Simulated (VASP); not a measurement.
Crystal: CdSe (Cadmoselite).

```
CELL_PARAMETERS angstrom
4.30000 0.00000 0.00000
-2.15000 3.72391 0.00000
0.00000 0.00000 7.02000
ATOMIC_POSITIONS crystal
Cd 0.33333 0.66667 0.00000
Cd 0.66667 0.33333 0.50000
Se 0.33333 0.66667 0.38500
Se 0.66667 0.33333 0.88500
```

- Program: VASP 6.6.1
- Task: relaxation of cell and atoms
- Functional: PBEsol
- Potentials or basis: VASP PAW PBE potentials, release 64 (Cd, Se)
- Cutoff: 600 eV
- k mesh: 9 × 9 × 4
- Occupations: gaussian, width 0.03 eV
- Spin: no spin polarisation

At the start: pressure 0.5 GPa; volume 28.10 Å³/atom.

**Question.** How do energy, volume and symmetry change on relaxing?

**Answer.** Over 10 steps the energy falls by 4.9 meV/atom and the volume is 28.29 Å³/atom (+0.7 %); space group P6_3mc (No. 186, to 0.05 Å).

Step by step:
| step | energy change (eV) | largest force (eV/Å) | pressure (GPa) | volume (Å³) |
| --- | --- | --- | --- | --- |
| 1 | 0.0000 | 0.2741 | 0.45 | 112.41 |
| 2 | -0.0159 | 0.0637 | -0.25 | 113.69 |
| 3 | -0.0159 | 0.0681 | -0.24 | 113.67 |
| 4 | -0.0172 | 0.0376 | 0.04 | 113.06 |
| 5 | -0.0174 | 0.0227 | 0.18 | 112.78 |
| 6 | -0.0185 | 0.0178 | 0.16 | 112.85 |
| 7 | -0.0197 | 0.0040 | 0.08 | 113.00 |
| 8 | -0.0197 | 0.0047 | 0.08 | 113.00 |
| 9 | -0.0197 | 0.0031 | -0.06 | 113.31 |
| 10 | -0.0198 | 0.0005 | 0.01 | 113.16 |

Final structure:
```cif
data_structure
_symmetry_space_group_name_H-M 'P 1'
_symmetry_Int_Tables_number 1
_cell_length_a 4.3097
_cell_length_b 4.3097
_cell_length_c 7.0352
_cell_angle_alpha 90.000
_cell_angle_beta 90.000
_cell_angle_gamma 120.000
_cell_volume 113.16
loop_
_atom_site_label
_atom_site_type_symbol
_atom_site_fract_x
_atom_site_fract_y
_atom_site_fract_z
_atom_site_occupancy
Cd1 Cd 0.33333 0.66667 0.00467 1
Cd2 Cd 0.66667 0.33333 0.50467 1
Se1 Se 0.33333 0.66667 0.38033 1
Se2 Se 0.66667 0.33333 0.88033 1
```

Caveat: the PAW data sets were made with another functional, which shifts forces and pressure a little.
